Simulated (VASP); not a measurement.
## BP: input slips in a phonon run and what they do

Aim: see how common mistakes in a phonon run show up, on BP. The starting structure is a measured crystal structure from the Crystallography Open Database.

Program: VASP 6.6.1. Level of theory: Kohn-Sham DFT with plane waves and PAW; LDA. Results are calculated unless marked as measured.

## Step 1: The structure

It takes space group F-43m (No. 216, cubic). The conventional cell has a = 4.538 Å, b = 4.538 Å, c = 4.538 Å, α = 90.00°, β = 90.00°, γ = 90.00°. P has 4 B at 1.97 Å nearest. Nearest to B lie 4 P at 1.97 Å. Farther neighbours are not listed.

As a file:

```xyz
2
Lattice="0.0000 2.2690 2.2690 2.2690 0.0000 2.2690 2.2690 2.2690 0.0000" Properties=species:S:1:pos:R:3 pbc="T T T"
P     3.4035    3.4035    3.4035
B     0.0000    0.0000    0.0000
```

## Step 2: Reference modes

The cell comes from a relaxation at this level, not shown (22.63 Å³).

File INCAR:

```
SYSTEM = BP
PREC = Accurate
ENCUT = 450
EDIFF = 1E-08
NELM = 100
ISMEAR = 0
SIGMA = 0.03
LREAL = .FALSE.
ALGO = Normal
GGA = CA
NBANDS = 10
LORBIT = 11
LWAVE = .FALSE.
LCHARG = .FALSE.
KPAR = 4
IBRION = 8
LEPSILON = .TRUE.
ISIF = 2
```

File POSCAR:

```
BP
1.0
    0.0000000000      2.2449390464      2.2449390464
    2.2449390464      0.0000000000      2.2449390464
    2.2449390464      2.2449390464      0.0000000000
P B
1 1
Direct
    0.7500000000      0.7500000000      0.7500000000
    0.0000000000      0.0000000000      0.0000000000
```

File KPOINTS:

```
Automatic mesh
0
Gamma
12 12 12
0 0 0
```

Potentials, in the order of the species: P and B (LDA family, release 64).

Started as:

```
$ mpirun -np 4 vasp_std
```

The program printed:

```text
[banner, memory and clock lines left out]
running    4 mpi-ranks, on    1 nodes
 distrk:  each k-point on    1 cores,    4 groups
 distr:  one band on    1 cores,    1 groups

 POSCAR found type information on POSCAR P B
 POSCAR found :  2 types and       2 ions
 LDA part: xc-table for (Slater(with rela. corr.)+CA(PZ))
 , standard interpolation
 POSCAR, INCAR and KPOINTS ok, starting setup
 FFT: planning ... GRIDC
 FFT: planning ... GRID_SOFT
 FFT: planning ... GRID
 WAVECAR not read
 entering main loop
       N       E                     dE             d eps       ncg     rms          rms(c)
DAV:   1     0.505969978898E+01    0.50597E+01   -0.37438E+03  1440   0.645E+02
DAV:   2    -0.148265809871E+02   -0.19886E+02   -0.18880E+02  2084   0.105E+02
DAV:   3    -0.152981801748E+02   -0.47160E+00   -0.47063E+00  1750   0.146E+01
DAV:   4    -0.153000294729E+02   -0.18493E-02   -0.18491E-02  1812   0.103E+00
DAV:   5    -0.153000371356E+02   -0.76628E-05   -0.76632E-05  1700   0.618E-02    0.769E+00
DAV:   6    -0.145350009224E+02    0.76504E+00   -0.17795E+00  1580   0.624E+00    0.407E+00
DAV:   7    -0.144121712408E+02    0.12283E+00   -0.29441E-01  1854   0.290E+00    0.130E+00
DAV:   8    -0.143991142569E+02    0.13057E-01   -0.35110E-02  1716   0.104E+00    0.246E-01
DAV:   9    -0.143991431206E+02   -0.28864E-04   -0.73407E-04  1634   0.204E-01    0.162E-01
DAV:  10    -0.143991390827E+02    0.40378E-05   -0.14115E-04  1614   0.709E-02    0.346E-02
DAV:  11    -0.143991409683E+02   -0.18856E-05   -0.58338E-06  1840   0.134E-02    0.375E-02
DAV:  12    -0.143991406566E+02    0.31174E-06   -0.18848E-06  1662   0.621E-03    0.857E-03
DAV:  13    -0.143991406637E+02   -0.71467E-08   -0.63650E-08  1738   0.167E-03
   1 F= -.14399141E+02 E0= -.14399141E+02  d E =-.462148E-21
 Linear response reoptimize wavefunctions to high precision
DAV:   1    -0.143991406604E+02    0.33679E-08   -0.12575E-08  1628   0.521E-04
DAV:   2    -0.143991406604E+02   -0.48203E-10   -0.24758E-10   842   0.128E-04
 Linear response G [H, r] |phi>, progress :
  Direction:   1
       N       E                     dE             d eps       ncg     rms
RMM:   1    -0.441752031985E+02   -0.44175E+02   -0.93008E+01  3627   0.439E+01
RMM:   2    -0.330357445124E+02    0.11139E+02   -0.27757E+00  2342   0.110E+01
RMM:   3    -0.330114543590E+02    0.24290E-01   -0.37061E-02  2469   0.115E+00
RMM:   4    -0.330111230407E+02    0.33132E-03   -0.24105E-03  2546   0.141E-01
RMM:   5    -0.330109368082E+02    0.18623E-03   -0.18025E-04  2554   0.181E-02
RMM:   6    -0.330109231700E+02    0.13638E-04   -0.34487E-05  2625   0.271E-03
RMM:   7    -0.330109201338E+02    0.30362E-05   -0.27124E-06  2530   0.482E-04
RMM:   8    -0.330109201267E+02    0.70653E-08    0.68731E-06  2184   0.157E-04
RMM:   9    -0.330109200688E+02    0.57965E-07    0.24949E-06  1813   0.120E-04
RMM:  10    -0.330109201601E+02   -0.91301E-07    0.19768E-05  1670   0.119E-04
RMM:  11    -0.330109202316E+02   -0.71547E-07   -0.68579E-06  1474   0.119E-04
RMM:  12    -0.330109201191E+02    0.11248E-06   -0.15904E-05  1260   0.119E-04
 Linear response G [H, r] |phi>, progress :
  Direction:   2
       N       E                     dE             d eps       ncg     rms
RMM:   1    -0.403129876502E+02   -0.40313E+02   -0.85084E+01  3619   0.418E+01
RMM:   2    -0.337709508845E+02    0.65420E+01   -0.17974E+00  2323   0.936E+00
RMM:   3    -0.337688828564E+02    0.20680E-02   -0.21925E-02  2456   0.949E-01
RMM:   4    -0.337689852498E+02   -0.10239E-03   -0.23621E-03  2543   0.119E-01
RMM:   5    -0.337687931477E+02    0.19210E-03   -0.17780E-04  2552   0.153E-02
RMM:   6    -0.337687791565E+02    0.13991E-04   -0.30704E-05  2621   0.228E-03
RMM:   7    -0.337687760501E+02    0.31064E-05    0.38376E-06  2522   0.375E-04
RMM:   8    -0.337687766128E+02   -0.56271E-06    0.10267E-05  2167   0.104E-04
RMM:   9    -0.337687765626E+02    0.50276E-07    0.11234E-06  1890   0.745E-05
RMM:  10    -0.337687766245E+02   -0.61909E-07    0.22508E-06  1772   0.745E-05
RMM:  11    -0.337687766329E+02   -0.84485E-08    0.60113E-07  1480   0.740E-05
RMM:  12    -0.337687766450E+02   -0.12108E-07    0.11350E-06  1227   0.747E-05
 Linear response G [H, r] |phi>, progress :
  Direction:   3
       N       E                     dE             d eps       ncg     rms
RMM:   2    -0.203033955045E+02    0.46966E+01   -0.22898E+00  2312   0.974E+00
RMM:   3    -0.202731551742E+02    0.30240E-01   -0.40994E-02  2440   0.108E+00
RMM:   4    -0.202723735710E+02    0.78160E-03   -0.37453E-04  2516   0.134E-01
RMM:   5    -0.202723724046E+02    0.11664E-05   -0.12108E-05  2527   0.182E-02
RMM:   6    -0.202723723490E+02    0.55559E-07   -0.68586E-06  2563   0.277E-03
RMM:   7    -0.202723723468E+02    0.21885E-08    0.65972E-07  2437   0.519E-04
RMM:   8    -0.202723723700E+02   -0.23189E-07   -0.12828E-06  2153   0.173E-04
RMM:   9    -0.202723725573E+02   -0.18730E-06   -0.12051E-07  1806   0.130E-04
RMM:  10    -0.202723723883E+02    0.16901E-06    0.78226E-06  1596   0.129E-04
RMM:  11    -0.202723725105E+02   -0.12216E-06   -0.46042E-05  1360   0.128E-04
RMM:  12    -0.202723725146E+02   -0.41007E-08   -0.27923E-05  1128   0.128E-04
 Linear response to external field (no local field effect), progress :
  Direction:   1
[...]
Direction:   1
       N       E                     dE             d eps       ncg     rms          rms(c)
RMM:   1    -0.521995390387E+00   -0.52200E+00   -0.23442E+00 12700   0.293E+00
RMM:   2    -0.541456226035E+00   -0.19461E-01   -0.51852E-03  9114   0.439E-01    0.121E+00
RMM:   3    -0.525879787822E+00    0.15576E-01   -0.64429E-03  9329   0.462E-01    0.677E-01
RMM:   4    -0.538145427754E+00   -0.12266E-01   -0.61160E-03  9259   0.462E-01    0.111E-01
RMM:   5    -0.542163358462E+00   -0.40179E-02   -0.14902E-04  9348   0.807E-02    0.170E-02
RMM:   6    -0.542228742444E+00   -0.65384E-04   -0.12348E-06  9703   0.984E-03    0.855E-03
RMM:   7    -0.542300191180E+00   -0.71449E-04   -0.14392E-07  9671   0.278E-03    0.346E-04
RMM:   8    -0.542307037989E+00   -0.68468E-05   -0.78357E-09 10174   0.333E-04    0.177E-04
RMM:   9    -0.542307359856E+00   -0.32187E-06   -0.37031E-09  9883   0.200E-04    0.406E-05
RMM:  10    -0.542307124265E+00    0.23559E-06   -0.81095E-09  5990   0.349E-05    0.596E-06
 change of polarisation eV/A/(eV/A) component  1 :     1.027     0.264     0.166
 dielectric tensor                  component  1 :     9.215     2.107     1.328
 Linear response to external field, progress :
  Direction:   2
       N       E                     dE             d eps       ncg     rms          rms(c)
RMM:   1    -0.522027909718E+00   -0.52203E+00   -0.23445E+00 12700   0.293E+00
RMM:   2    -0.541454888748E+00   -0.19427E-01   -0.52059E-03  9118   0.439E-01    0.121E+00
RMM:   3    -0.525879241773E+00    0.15576E-01   -0.64505E-03  9328   0.462E-01    0.677E-01
RMM:   4    -0.538144980473E+00   -0.12266E-01   -0.61194E-03  9258   0.462E-01    0.111E-01
RMM:   5    -0.542163449794E+00   -0.40185E-02   -0.14892E-04  9352   0.807E-02    0.170E-02
RMM:   6    -0.542229058788E+00   -0.65609E-04   -0.12015E-06  9708   0.984E-03    0.855E-03
RMM:   7    -0.542300435592E+00   -0.71377E-04   -0.13593E-07  9670   0.278E-03    0.346E-04
RMM:   8    -0.542307288293E+00   -0.68527E-05    0.43786E-10 10189   0.333E-04    0.177E-04
RMM:   9    -0.542307605613E+00   -0.31732E-06    0.38619E-09  9876   0.200E-04    0.407E-05
RMM:  10    -0.542307372872E+00    0.23274E-06   -0.93677E-09  5999   0.349E-05    0.612E-06
 change of polarisation eV/A/(eV/A) component  2 :     0.209     1.027     0.173
 dielectric tensor                  component  2 :     1.672     9.215     1.387
 Linear response to external field, progress :
  Direction:   3
       N       E                     dE             d eps       ncg     rms          rms(c)
RMM:   2    -0.541455240377E+00   -0.19455E-01   -0.52044E-03  9114   0.439E-01    0.121E+00
RMM:   3    -0.525879344647E+00    0.15576E-01   -0.64474E-03  9328   0.462E-01    0.677E-01
RMM:   4    -0.538145090093E+00   -0.12266E-01   -0.61168E-03  9257   0.462E-01    0.111E-01
RMM:   5    -0.542163516965E+00   -0.40184E-02   -0.14890E-04  9352   0.807E-02    0.170E-02
RMM:   6    -0.542229044335E+00   -0.65527E-04   -0.12074E-06  9704   0.984E-03    0.855E-03
RMM:   7    -0.542300444993E+00   -0.71401E-04   -0.14340E-07  9662   0.278E-03    0.346E-04
RMM:   8    -0.542307300880E+00   -0.68559E-05   -0.68330E-09 10200   0.334E-04    0.177E-04
RMM:   9    -0.542307617627E+00   -0.31675E-06   -0.34052E-09  9864   0.200E-04    0.407E-05
RMM:  10    -0.542307385427E+00    0.23220E-06   -0.72140E-09  6006   0.352E-05    0.610E-06
 change of polarisation eV/A/(eV/A) component  3 :     0.174     0.256     1.027
 dielectric tensor                  component  3 :     1.388     2.048     9.215
 Linear response DOF=           2
 Linear response progress:
  Degree of freedom:   1/  2
       N       E                     dE             d eps       ncg     rms          rms(c)
RMM:   1    -0.438089345091E-01   -0.43809E-01    0.28214E-04 12935   0.143E+00
RMM:   2    -0.410230291240E-01    0.27859E-02   -0.19585E-03  8700   0.219E-01    0.151E-01
RMM:   3    -0.409446976679E-01    0.78331E-04   -0.13165E-04  9248   0.370E-02    0.857E-02
RMM:   4    -0.412187132460E-01   -0.27402E-03   -0.74283E-05  9138   0.359E-02    0.790E-03
RMM:   5    -0.411849281490E-01    0.33785E-04   -0.13833E-05  9578   0.605E-03    0.384E-03
RMM:   6    -0.411788177609E-01    0.61104E-05   -0.15877E-06  9552   0.813E-04    0.242E-03
RMM:   7    -0.411785276036E-01    0.29016E-06   -0.12139E-07  9679   0.414E-04    0.120E-04
RMM:   8    -0.411780602697E-01    0.46733E-06   -0.12380E-07  9812   0.715E-05    0.518E-05
RMM:   9    -0.411779662644E-01    0.94005E-07    0.40915E-08 10004   0.256E-05    0.422E-06
RMM:  10    -0.411779939405E-01   -0.27676E-07   -0.10243E-07 10173   0.948E-06    0.539E-06
RMM:  11    -0.411779920927E-01    0.18478E-08   -0.20641E-07  8741   0.713E-06    0.304E-07
RMM:  12    -0.411779924021E-01   -0.30939E-09   -0.22294E-07  4922   0.588E-06    0.115E-07
RMM:  13    -0.411779932312E-01   -0.82912E-09   -0.22848E-07  3542   0.586E-06    0.126E-08
 first order change of Fermi-energy   0.13683E-03
 force on displaced ion       1 direction 1 : -19.792   0.000   0.000
 Born effective charge ion    1 direction 1 :   0.623   0.000   0.000
 Linear response progress:
  Degree of freedom:   2/  2
       N       E                     dE             d eps       ncg     rms          rms(c)
RMM:   1    -0.466346774123E-01   -0.46635E-01   -0.87970E-03 13739   0.115E+00
RMM:   2    -0.427336838465E-01    0.39010E-02   -0.70451E-04  8832   0.240E-01    0.154E-01
RMM:   3    -0.427099571102E-01    0.23727E-04   -0.98558E-05  9081   0.941E-02    0.805E-02
RMM:   4    -0.431246359140E-01   -0.41468E-03   -0.13581E-04  8885   0.887E-02    0.972E-03
RMM:   5    -0.431086652608E-01    0.15971E-04    0.41027E-06  9479   0.110E-02    0.123E-03
RMM:   6    -0.431110481642E-01   -0.23829E-05    0.41857E-07  9463   0.135E-03    0.445E-04
RMM:   7    -0.431096215031E-01    0.14267E-05    0.30313E-07  9707   0.356E-04    0.111E-04
RMM:   8    -0.431098655936E-01   -0.24409E-06    0.54318E-08  9922   0.639E-05    0.321E-05
RMM:   9    -0.431098477401E-01    0.17854E-07   -0.18497E-08 10007   0.239E-05    0.346E-06
RMM:  10    -0.431098678223E-01   -0.20082E-07    0.10779E-07 10065   0.798E-06    0.143E-06
RMM:  11    -0.431098582970E-01    0.95253E-08    0.22242E-08  8904   0.482E-06    0.205E-07
 first order change of Fermi-energy  -0.22087E-04
 force on displaced ion       2 direction 1 : -19.790   0.000   0.000
 Born effective charge ion    2 direction 1 :  -0.627   0.000   0.000
 Born effective charges drift removed
 Linear response finished
```

It took 2.9 min on 4 MPI ranks of AMD EPYC 7R43, shared host; peak memory 0.84 GiB.

Lines that name or quote the potential files are left out of all logs, and their timing lines are given in words.

OUTCAR, selected parts (step 2):

```text
ion  position               nearest neighbor table
   1  0.750  0.750  0.750-   2 1.94   2 1.94   2 1.94   2 1.94
   2  0.000  0.000  0.000-   1 1.94   1 1.94   1 1.94   1 1.94

  LATTYP: Found a face centered cubic cell.
 ALAT       =     4.4898780928

 Subroutine GETGRP returns: Found 24 space group operations
 (whereof 24 operations were pure point group operations)

The static configuration has the point symmetry T_d .

 Found     72 irreducible k-points:

   k-points           NKPTS =     72   k-points in BZ     NKDIM =     72   number of bands    NBANDS=     10

   dimension x,y,z NGX =    24 NGY =   24 NGZ =   24
   dimension x,y,z NGXF=    48 NGYF=   48 NGZF=   48

   ENCUT  =  450.0 eV  33.07 Ry    5.75 a.u.   5.49  5.49  5.49*2*pi/ulx,y,z

   NELECT =       8.0000    total number of electrons

 k-points in reciprocal lattice and weights: Automatic mesh
   0.00000000  0.00000000  0.00000000       0.001
   0.08333333  0.00000000  0.00000000       0.005
   0.16666667  0.00000000  0.00000000       0.005
   0.25000000  0.00000000  0.00000000       0.005
   0.33333333  0.00000000  0.00000000       0.005
   0.41666667  0.00000000  0.00000000       0.005
   0.50000000  0.00000000  0.00000000       0.002
   0.08333333  0.08333333  0.00000000       0.003
   0.16666667  0.08333333  0.00000000       0.014
[...]
-0.33333333  0.50000000  0.16666667       0.007
  -0.25000000  0.50000000  0.25000000       0.003

 average (electrostatic) potential at core
       1 -81.8954       2 -29.5437

  Total       -0.0018556     -0.0018556     -0.0018556      0.0000000      0.0000000     -0.0000000
  in kB       -0.1313841     -0.1313841     -0.1313841      0.0000000      0.0000000     -0.0000000
  external PRESSURE =      -0.1313841 kB  Pullay stress =       0.0000000 kB

  energy-cutoff  :      450.00
  volume of cell :       22.63
      direct lattice vectors                 reciprocal lattice vectors
     0.000000000  2.244939046  2.244939046    -0.222723196  0.222723196  0.222723196
     2.244939046  0.000000000  2.244939046     0.222723196 -0.222723196  0.222723196
     2.244939046  2.244939046  0.000000000     0.222723196  0.222723196 -0.222723196

 POSITION                                       TOTAL-FORCE (eV/Angst)
 -----------------------------------------------------------------------------------
      3.36741      3.36741      3.36741         0.000000      0.000000     -0.000000
      0.00000      0.00000      0.00000        -0.000000     -0.000000      0.000000
 -----------------------------------------------------------------------------------
    total drift:                               -0.000000     -0.000000     -0.000000

 MACROSCOPIC STATIC DIELECTRIC TENSOR (including local field effects in DFT)
 ------------------------------------------------------
           9.215282     0.000000     0.000000
           0.000000     9.215282     0.000000
          -0.000000    -0.000000     9.215282
 ------------------------------------------------------

 PIEZOELECTRIC TENSOR (including local field effects)  for field in x, y, z        (C/m^2)
          XX          YY          ZZ          XY          YZ          ZX
  --------------------------------------------------------------------------------
  x    -0.00000     0.00000    -0.00000     0.00000    -0.16841     0.00000
  y     0.00000     0.00000     0.00000     0.00000     0.00000    -0.16841
  z    -0.00000     0.00000     0.00000    -0.16841     0.00000     0.00000

 BORN EFFECTIVE CHARGES (including local field effects) (in |e|, cummulative output)
 ---------------------------------------------------------------------------------
 ion    1
    1     0.62340    -0.00000    -0.00000
    2     0.00000     0.62340     0.00000
    3    -0.00000     0.00000     0.62340
 ion    2
    1    -0.62340     0.00000     0.00000
    2    -0.00000    -0.62340    -0.00000
    3     0.00000    -0.00000    -0.62340

 Eigenvectors and eigenvalues of the dynamical matrix
 ----------------------------------------------------

   1 f  =   24.567393 THz   154.361486 2PiTHz  819.480038 cm-1   101.602530 meV
             X         Y         Z           dx          dy          dz
      3.367409  3.367409  3.367409     0.000000    0.000000   -0.508666
      0.000000  0.000000  0.000000     0.000000    0.000000    0.860964

   2 f  =   24.567393 THz   154.361486 2PiTHz  819.480038 cm-1   101.602530 meV
             X         Y         Z           dx          dy          dz
      3.367409  3.367409  3.367409    -0.000000    0.508666    0.000000
      0.000000  0.000000  0.000000     0.000000   -0.860964    0.000000

   3 f  =   24.567393 THz   154.361486 2PiTHz  819.480038 cm-1   101.602530 meV
             X         Y         Z           dx          dy          dz
      3.367409  3.367409  3.367409     0.508666    0.000000   -0.000000
      0.000000  0.000000  0.000000    -0.860964   -0.000000   -0.000000

   4 f/i=    0.000345 THz     0.002168 2PiTHz    0.011511 cm-1     0.001427 meV
             X         Y         Z           dx          dy          dz
      3.367409  3.367409  3.367409    -0.031852    0.681651   -0.524972
      0.000000  0.000000  0.000000    -0.018819    0.402727   -0.310159

   5 f/i=    0.000345 THz     0.002168 2PiTHz    0.011511 cm-1     0.001427 meV
             X         Y         Z           dx          dy          dz
      3.367409  3.367409  3.367409     0.860341    0.020612   -0.025437
      0.000000  0.000000  0.000000     0.508298    0.012178   -0.015029

   6 f/i=    0.000345 THz     0.002168 2PiTHz    0.011511 cm-1     0.001427 meV
             X         Y         Z           dx          dy          dz
      3.367409  3.367409  3.367409    -0.007571   -0.525533   -0.681921
      0.000000  0.000000  0.000000    -0.004473   -0.310490   -0.402886

 MACROSCOPIC STATIC DIELECTRIC TENSOR IONIC CONTRIBUTION
 ------------------------------------------------------
           0.157035    -0.000000    -0.000000
          -0.000000     0.157035     0.000000
          -0.000000     0.000000     0.157035
 ------------------------------------------------------

 ELASTIC MODULI CONTR FROM IONIC RELAXATION (kBar)
 Direction    XX          YY          ZZ          XY          YZ          ZX
 --------------------------------------------------------------------------------
 XX          -0.0000     -0.0000      0.0000      0.0000     -0.0000     -0.0000
 YY          -0.0000     -0.0000     -0.0000      0.0000      0.0000     -0.0000
 ZZ           0.0000     -0.0000     -0.0000     -0.0000      0.0000     -0.0000
 XY           0.0000      0.0000     -0.0000   -217.3541      0.0000      0.0000
 YZ          -0.0000      0.0000      0.0000      0.0000   -217.3541      0.0000
 ZX          -0.0000     -0.0000     -0.0000      0.0000      0.0000   -217.3541
 --------------------------------------------------------------------------------

 PIEZOELECTRIC TENSOR IONIC CONTR  for field in x, y, z        (C/m^2)
          XX          YY          ZZ          XY          YZ          ZX
  --------------------------------------------------------------------------------
  x     0.00000    -0.00000    -0.00000    -0.00000     0.17384    -0.00000
  y     0.00000     0.00000     0.00000     0.00000     0.00000     0.17384
  z    -0.00000    -0.00000     0.00000     0.17384    -0.00000     0.00000
```

Energies printed during the response cycles are not total energies of the cell.

Reference: the zone-centre mode is T2 819.5 cm⁻¹.

(Part 1 of 3 ends here.)

[Lines on the potential files, build, host, timing and source positions are cut from VASP's logs without a mark.]

[Logs are printed without paths, hosts, clocks, repeated set-up lines and the standing remarks that a program may print on its own settings, such as how far it seeks lower states.]

[Hosts, paths, dates, database ids (printed as entryN), source tags and the programs' standing remarks are cut or masked in the printed files.]
